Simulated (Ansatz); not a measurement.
Crystal: Pd.

```
CELL_PARAMETERS angstrom
0.00000 1.94650 1.94650
1.94650 0.00000 1.94650
1.94650 1.94650 0.00000
ATOMIC_POSITIONS crystal
Pd 0.00000 0.00000 0.00000
```

Base run:

```yaml
Program: Ansatz 0.2.0
Functional: PBE
Potentials_or_basis: all-electron LAPW, relativistic spinors
Cutoff: 267 eV (chosen from the basis error)
Basis_error_allowed: 0.001 eV/atom
k_mesh: 9 × 9 × 9
Occupations: fermi-dirac, width 0.05 eV
Spin: spin-orbit coupling, no magnetisation
```

Its results: pressure 6.8 GPa.

Question: The run is repeated on the same cell with these changes: functional from PBE to PBEsol. What comes out?

Answer: Pressure -2.9 GPa.

PBEsol binds more tightly than PBE, so the same cell stands under less pressure.

Caveats: the k mesh is thin for a metal, which can move the energy by tens of meV per atom.
